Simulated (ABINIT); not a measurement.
# Pt (P6_3/mmc) in ABINIT: convergence with cutoff

Aim: find how far cutoff must go before the results for Pt settle, at PBEsol. This setting moves, with any that are tied to it; all else stays.

Everything below comes from runs of ABINIT 10.8.3 (patched build). Logs are shortened: lines on timing, memory, paths and dates and some standing lists are left out, and cuts for length are marked. The log counts tension as positive stress, the text compression.

## Step 1: The crystal as given

Symmetry: P6_3/mmc, No. 194, hexagonal system. Conventional cell: a = 2.761 Å, b = 2.761 Å, c = 4.792 Å, α = 90.00°, β = 90.00°, γ = 120.00°. Around Pt (site symmetry -6m2) lie 12 Pt at 2.76 to 2.88 Å.

This isn't the form of Pt at room conditions, which is fcc.

## Step 2: With cutoff 17 Ha

run.abi reads:

```
pp_dirpath "./"
pseudos "Pt.upf"

acell 5.2169019355 5.2169019355 9.0558208125
rprim
     1.0000000000     0.0000000000     0.0000000000
    -0.5000000000     0.8660254038     0.0000000000
     0.0000000000     0.0000000000     1.0000000000
ntypat 1
znucl 78
natom 2
typat 1 1
xred
     0.3333333333     0.6666666667     0.2500000000
     0.6666666667     0.3333333333     0.7500000000

ecut 17.0

kptopt 1
ngkpt 9 9 5
nshiftk 1
shiftk 0.0 0.0 0.0

ixc -116133

nband 22
occopt 3
tsmear 0.00183747

nstep 100
tolvrs 1.0e-10

iomode 3
prtwf 0
prtden 0
prteig 0
prtebands 0
enunit 1
```

Potentials or basis: PseudoDojo NC SR PBEsol v0.4.1 standard.

On the command line:

```console
> abinit run.abi > log 2>&1
```

run.abo:

```text
.Version 10.8.3 of ABINIT
 Symmetries : space group P6_3/m m c (#194); Bravais hP (primitive hexag.)
================================================================================
 Values of the parameters that define the memory need of the present run
     intxc =       0    ionmov =       0      iscf =       7    lmnmax =       8
     lnmax =       8     mgfft =      36  mpssoang =       4    mqgrid =    3001
     natom =       2  nloc_mem =       1    nspden =       1   nspinor =       1
    nsppol =       1      nsym =      24    n1xccc =    2501    ntypat =       1
    occopt =       3   xclevel =       2
       mpw =         726          nfft =       14400          nkpt =          36
================================================================================
================================================================================

--------------------------------------------------------------------------------
------------- Echo of variables that govern the present computation ------------
--------------------------------------------------------------------------------
 -outvars: echo values of preprocessed input variables --------
            acell      5.2169019355E+00  5.2169019355E+00  9.0558208125E+00 Bohr
              amu      1.95080000E+02
             ecut      1.70000000E+01 Hartree
           enunit           1
              ixc     -116133
         kptrlatt        9    0    0      0    9    0      0    0    5
          kptrlen      4.52791041E+01
            natom           2
            nband          22
            ngfft          20      20      36
             nkpt          36
            nstep         100
             nsym          24
           ntypat           1
           occopt           3
           prtden           0
        prtebands           0
           prteig           0
            prtwf           0
            rprim      1.0000000000E+00  0.0000000000E+00  0.0000000000E+00
                      -5.0000000000E-01  8.6602540380E-01  0.0000000000E+00
                       0.0000000000E+00  0.0000000000E+00  1.0000000000E+00
          spgroup         194
           tolvrs      1.00000000E-10
           tsmear      1.83747000E-03 Hartree
            typat      1  1
           xangst      3.4091787252E-17  1.5938710354E+00  1.1980334992E+00
                       1.3803328070E+00  7.9693551768E-01  3.5941004976E+00
            xcart      6.4424141050E-17  3.0119797369E+00  2.2639552031E+00
                       2.6084509677E+00  1.5059898684E+00  6.7918656094E+00
             xred      3.3333333333E-01  6.6666666667E-01  2.5000000000E-01
                       6.6666666667E-01  3.3333333333E-01  7.5000000000E-01
            znucl       78.00000

================================================================================

 chkinp: Checking input parameters for consistency.

================================================================================
== DATASET  1 ==================================================================

--- !DatasetInfo
iteration_state: {dtset: 1, }
dimensions: {natom: 2, nkpt: 36, mband: 22, nsppol: 1, nspinor: 1, nspden: 1, mpw: 726, }
cutoff_energies: {ecut:  17.0, pawecutdg:  -1.0, }
electrons: {nelect:   3.60000000E+01, charge:   0.00000000E+00, occopt:   3.00000000E+00, tsmear:   1.83747000E-03, }
meta: {optdriver: 0, ionmov: 0, optcell: 0, iscf: 7, paral_kgb: 0, }
...

 Real(R)+Recip(G) space primitive vectors, cartesian coordinates (Bohr,Bohr^-1):
 R(1)=  5.2169019  0.0000000  0.0000000  G(1)=  0.1916846  0.1106692  0.0000000
 R(2)= -2.6084510  4.5179696  0.0000000  G(2)=  0.0000000  0.2213384  0.0000000
 R(3)=  0.0000000  0.0000000  9.0558208  G(3)=  0.0000000  0.0000000  0.1104262
 Unit cell volume ucvol=  2.1344393E+02 bohr^3
 Angles (23,13,12)=  9.00000000E+01  9.00000000E+01  1.20000000E+02 degrees

 getcut: wavevector=  0.0000  0.0000  0.0000  ngfft=  20  20  36
         ecut(hartree)=     17.000   => boxcut(ratio)=   2.06551

--- Pseudopotential description ------------------------------------------------
- pspini: atom type   1  psp file is ./Pt.upf
12 -116133 3 -1 1358                          pspcod,pspxc,lmax,lloc,mmax
     nproj     2     2     2     2

   1.91086787E+03                                ecore*ucvol(ha*bohr**3)
--------------------------------------------------------------------------------

================================================================================

--- !BeginCycle
iteration_state: {dtset: 1, }
solver: {iscf: 7, nstep: 100, nline: 4, wfoptalg: 0, }
tolerances: {tolvrs: 1.00E-10, }
...

     iter   Etot(hartree)      deltaE(h)  residm     vres2
 ETOT  1  -260.27557886086    -2.603E+02 3.326E-01 7.071E+01
 ETOT  2  -260.44340148812    -1.678E-01 3.723E-02 5.258E+01
 ETOT  3  -260.49555010967    -5.215E-02 3.564E-03 7.507E-02
 ETOT  4  -260.49564087851    -9.077E-05 1.357E-03 1.737E-04
 ETOT  5  -260.49564107590    -1.974E-07 5.778E-04 2.175E-05
 ETOT  6  -260.49564110197    -2.607E-08 1.479E-03 3.786E-07
 ETOT  7  -260.49564110225    -2.824E-10 6.284E-04 5.429E-09
 ETOT  8  -260.49564110225    -5.343E-12 1.392E-03 1.091E-11

 At SCF step    8       vres2   =  1.09E-11 < tolvrs=  1.00E-10 =>converged.

 Cartesian components of stress tensor (hartree/bohr^3)
  sigma(1 1)=  7.36314372E-03  sigma(3 2)=  0.00000000E+00
  sigma(2 2)=  7.36314372E-03  sigma(3 1)=  0.00000000E+00
  sigma(3 3)=  7.41290817E-03  sigma(2 1)=  0.00000000E+00

--- !ResultsGS
iteration_state: {dtset: 1, }
comment   : Summary of ground state results
lattice_vectors:
- [  5.2169019,   0.0000000,   0.0000000, ]
- [ -2.6084510,   4.5179696,   0.0000000, ]
- [  0.0000000,   0.0000000,   9.0558208, ]
lattice_lengths: [   5.21690,    5.21690,    9.05582, ]
lattice_angles: [ 90.000,  90.000, 120.000, ] # degrees, (23, 13, 12)
lattice_volume:   2.1344393E+02
convergence: {deltae: -5.343E-12, res2:  1.091E-11, residm:  1.392E-03, diffor: null, }
etotal    :  -2.60495641E+02
entropy   :   0.00000000E+00
fermie    :   5.56108314E-01
cartesian_stress_tensor: # hartree/bohr^3
- [  7.36314372E-03,   0.00000000E+00,   0.00000000E+00, ]
- [  0.00000000E+00,   7.36314372E-03,   0.00000000E+00, ]
- [  0.00000000E+00,   0.00000000E+00,   7.41290817E-03, ]
pressure_GPa:  -2.1712E+02
xred      :
- [  3.3333E-01,   6.6667E-01,   2.5000E-01, Pt]
- [  6.6667E-01,   3.3333E-01,   7.5000E-01, Pt]
cartesian_forces: # hartree/bohr
- [  0.00000000E+00,   1.19197138E-28,  -5.80739484E-31, ]
- [  0.00000000E+00,  -1.19197138E-28,   5.80739484E-31, ]
force_length_stats: {min:   1.19198552E-28, max:   1.19198552E-28, mean:   1.19198552E-28, }
...

 Integrated electronic density in atomic spheres:
 ------------------------------------------------
 Atom  Sphere_radius  Integrated_density
    1        2.00000         14.45849823
    2        2.00000         14.45849823
================================================================================

 ----iterations are completed or convergence reached----

 Mean square residual over all n,k,spin=   33.725E-07; max=  13.915E-04
 reduced coordinates (array xred) for    2 atoms
       0.333333333333      0.666666666667      0.250000000000
       0.666666666667      0.333333333333      0.750000000000
 rms dE/dt=  5.3854E-28; max dE/dt=  5.3853E-28; dE/dt below (all hartree)
    1       0.000000000000     -0.000000000000      0.000000000000
    2       0.000000000000      0.000000000000     -0.000000000000

 cartesian coordinates (angstrom) at end:
    1      0.00000000000000     1.59387103536182     1.19803349918626
    2      1.38033280695474     0.79693551768091     3.59410049755879

 cartesian forces (hartree/bohr) at end:
    1      0.00000000000000     0.00000000000000    -0.00000000000000
    2      0.00000000000000    -0.00000000000000     0.00000000000000
 frms,max,avg= 6.8819316E-29 1.1919714E-28   0.000E+00  0.000E+00  0.000E+00 h/b

 cartesian forces (eV/Angstrom) at end:
    1      0.00000000000000     0.00000000000000    -0.00000000000000
    2      0.00000000000000    -0.00000000000000     0.00000000000000
 frms,max,avg= 3.5388315E-27 6.1293633E-27   0.000E+00  0.000E+00  0.000E+00 e/A
 length scales=  5.216901935500  5.216901935500  9.055820812500 bohr
              =  2.760665613909  2.760665613909  4.792133996745 angstroms
 Fermi (or HOMO) energy (eV) =  15.13248   Average Vxc (eV)= -14.40805
 Eigenvalues (   eV  ) for nkpt=  36  k points:
 kpt#   1, nband= 22, wtk=  0.00247, kpt=  0.0000  0.0000  0.0000 (reduced coord)
 -82.15637  -81.85184  -37.32123  -37.08301  -37.08301  -37.01435  -37.01435  -36.92066
   5.89193    8.22024   11.18240   11.70554   11.70554   12.07839   12.07839   13.34862
  13.34862   14.48841   14.88206   14.88206   20.24852   30.25259
 prteigrs : prtvol=0 or 1, do not print more k-points.

--- !EnergyTerms
iteration_state     : {dtset: 1, }
comment             : Components of total free energy in Hartree
kinetic             :  7.40002048794951E+01
hartree             :  3.93038791873823E+01
xc                  : -4.71635817549431E+01
Ewald energy        : -1.97174474348173E+02
psp_core            :  8.95255216950820E+00
local_psp           : -1.54432159038452E+02
non_local_psp       :  1.60188774750813E+01
internal            : -2.60494701430101E+02
'-kT*entropy'       : -9.39672153142709E-04
total_energy        : -2.60495641102254E+02
total_energy_eV     : -7.08844750542789E+03
band_energy         : -1.97577361048150E+01
...

 Cartesian components of stress tensor (hartree/bohr^3)
  sigma(1 1)=  7.36314372E-03  sigma(3 2)=  0.00000000E+00
  sigma(2 2)=  7.36314372E-03  sigma(3 1)=  0.00000000E+00
  sigma(3 3)=  7.41290817E-03  sigma(2 1)=  0.00000000E+00

-Cartesian components of stress tensor (GPa)         [Pressure= -2.1712E+02 GPa]
- sigma(1 1)=  2.16631167E+02  sigma(3 2)=  0.00000000E+00
- sigma(2 2)=  2.16631167E+02  sigma(3 1)=  0.00000000E+00
- sigma(3 3)=  2.18095288E+02  sigma(2 1)=  0.00000000E+00

== END DATASET(S) ==============================================================
================================================================================

 -outvars: echo values of variables after computation  --------
            acell      5.2169019355E+00  5.2169019355E+00  9.0558208125E+00 Bohr
           etotal     -2.6049564110E+02
            fcart      0.0000000000E+00  1.1919713758E-28 -5.8073948352E-31
                       0.0000000000E+00 -1.1919713758E-28  5.8073948352E-31
            rprim      1.0000000000E+00  0.0000000000E+00  0.0000000000E+00
                      -5.0000000000E-01  8.6602540380E-01  0.0000000000E+00
                       0.0000000000E+00  0.0000000000E+00  1.0000000000E+00
           strten      7.3631437173E-03  7.3631437156E-03  7.4129081692E-03
                       0.0000000000E+00  0.0000000000E+00  0.0000000000E+00
           xangst      3.4091787252E-17  1.5938710354E+00  1.1980334992E+00
                       1.3803328070E+00  7.9693551768E-01  3.5941004976E+00
             xred      3.3333333333E-01  6.6666666667E-01  2.5000000000E-01
                       6.6666666667E-01  3.3333333333E-01  7.5000000000E-01
 Calculation completed.
```

It took 15 s on 1 thread of Arm Neoverse V1, shared host; peak memory 0.06 GiB.

Results:

| Item | Value |
| --- | --- |
| Free energy | -7088.4475 eV |
| Pressure | -217.1 GPa |
| Band gap on the k mesh | none (metal or under the smearing width) |
| Valence electrons inside the program's atomic spheres | Pt 14.46 (radii [1.0584] Å) |

## Step 3: With cutoff 21 Ha

run.abi, as its differences from that of step 2:

```diff
@@ -16,3 +16,3 @@
 
-ecut 17.0
+ecut 21.0
```

Potentials or basis: PseudoDojo NC SR PBEsol v0.4.1 standard.

On the command line:

```console
> abinit run.abi > log 2>&1
```

Wall time 23 s (1 thread of Arm Neoverse V1, shared host); peak memory 0.07 GiB.

Results (log left out):

```yaml
Free_energy: -7098.5057 eV
Pressure: -126.1 GPa
Band_gap_on_the_k_mesh: none (metal or under the smearing width)
Valence_electrons_inside_the_program's_atomic_spheres: Pt 14.48 (radii [1.0584] Å)
```

## Step 4: With cutoff 25 Ha

run.abi, as its differences from that of step 3:

```diff
@@ -16,3 +16,3 @@
 
-ecut 21.0
+ecut 25.0
```

On the command line:

```console
> abinit run.abi > log 2>&1
```

Run time: 28 s. Hardware: 1 thread of Arm Neoverse V1, shared host; peak memory 0.07 GiB.

Results (log left out):

* Free energy: -7102.8655 eV
* Pressure: -66.7 GPa
* Band gap on the k mesh: none (metal or under the smearing width)
* Valence electrons inside the program's atomic spheres: Pt 14.46 (radii [1.0584] Å)

## Step 5: With cutoff 29.5 Ha

run.abi, as its differences from that of step 4:

```diff
@@ -16,3 +16,3 @@
 
-ecut 25.0
+ecut 29.5
```

On the command line:

```console
> abinit run.abi > log 2>&1
```

It took 38 s on 1 thread of Arm Neoverse V1, shared host; peak memory 0.08 GiB.

The run converged. Its results:

| Quantity | Value |
| --- | --- |
| Free energy | -7104.6055 eV |
| Pressure | -30.3 GPa |
| Band gap on the k mesh | none (metal or under the smearing width) |
| Valence electrons inside the program's atomic spheres | Pt 14.42 (radii [1.0584] Å) |

## Step 6: With cutoff 35.5 Ha

run.abi, as its differences from that of step 5:

```diff
@@ -16,3 +16,3 @@
 
-ecut 29.5
+ecut 35.5
```

Potentials or basis: PseudoDojo NC SR PBEsol v0.4.1 standard.

On the command line:

```console
> abinit run.abi > log 2>&1
```

Run time: 50 s. Hardware: 1 thread of Arm Neoverse V1, shared host; peak memory 0.09 GiB.

Results (log left out):

```
Free energy                                           : -7105.0939 eV
Pressure                                              : -14.1 GPa
Band gap on the k mesh                                : none (metal or under the smearing width)
Valence electrons inside the program's atomic spheres : Pt 14.44 (radii [1.0584] Å)
```

## Step 7: With cutoff 42 Ha

run.abi, as its differences from that of step 6:

```diff
@@ -16,3 +16,3 @@
 
-ecut 35.5
+ecut 42.0
```

On the command line:

```console
> abinit run.abi > log 2>&1
```

Run time: 62 s. Hardware: 1 thread of Arm Neoverse V1, shared host; peak memory 0.1 GiB.

The run converged. Its results:

```
Free energy                                           : -7105.1327 eV
Pressure                                              : -11.7 GPa
Band gap on the k mesh                                : none (metal or under the smearing width)
Valence electrons inside the program's atomic spheres : Pt 14.46 (radii [1.0584] Å)
```

## Step 8: With cutoff 48.5 Ha

run.abi, as its differences from that of step 7:

```diff
@@ -16,3 +16,3 @@
 
-ecut 42.0
+ecut 48.5
```

On the command line:

```console
> abinit run.abi > log 2>&1
```

It took 83 s on 1 thread of Arm Neoverse V1, shared host; peak memory 0.11 GiB.

The run converged. Its results:

```yaml
Free_energy: -7105.1334 eV
Pressure: -11.7 GPa
Band_gap_on_the_k_mesh: none (metal or under the smearing width)
Valence_electrons_inside_the_program's_atomic_spheres: Pt 14.45 (radii [1.0584] Å)
```

## Step 9: With cutoff 56.5 Ha

run.abi, as its differences from that of step 8:

```diff
@@ -16,3 +16,3 @@
 
-ecut 48.5
+ecut 56.5
```

Potentials or basis: PseudoDojo NC SR PBEsol v0.4.1 standard.

On the command line:

```console
> abinit run.abi > log 2>&1
```

It took 98 s on 1 thread of Arm Neoverse V1, shared host; peak memory 0.13 GiB.

The run converged. Its results:

```
Free energy                                           : -7105.1344 eV
Pressure                                              : -11.6 GPa
Band gap on the k mesh                                : none (metal or under the smearing width)
Valence electrons inside the program's atomic spheres : Pt 14.46 (radii [1.0584] Å)
```

## Step 10: With cutoff 67 Ha

run.abi, as its differences from that of step 9:

```diff
@@ -16,3 +16,3 @@
 
-ecut 56.5
+ecut 67.0
```

On the command line:

```console
> abinit run.abi > log 2>&1
```

Wall time 2.2 min (1 thread of Arm Neoverse V1, shared host); peak memory 0.15 GiB.

The run converged. Its results:

```
Free energy                                           : -7105.1350 eV
Pressure                                              : -11.6 GPa
Band gap on the k mesh                                : none (metal or under the smearing width)
Valence electrons inside the program's atomic spheres : Pt 14.45 (radii [1.0584] Å)
```

## Step 11: Summary

```csv
cutoff,"energy less the tightest run, at zero smearing (meV/atom)",pressure (GPa),SCF cycles,CPU time (s),peak memory (GiB)
17 Ha,8343.83,-217.12,8,15,0.06
21 Ha,3314.67,-126.11,8,23,0.07
25 Ha,1134.76,-66.73,8,28,0.07
29.5 Ha,264.76,-30.34,8,38,0.08
35.5 Ha,20.59,-14.10,8,50,0.09
42 Ha,1.19,-11.66,8,61,0.1
48.5 Ha,0.83,-11.65,8,83,0.11
56.5 Ha,0.30,-11.63,8,98,0.13
67 Ha,0.00,-11.64,8,130,0.15
```

Against the tightest run, the energy stays within 1 meV/atom from 48.5 Ha on; the pressure stays within 0.1 GPa from 42 Ha on. The tightest run that finished is the yardstick and may itself not be fully converged.
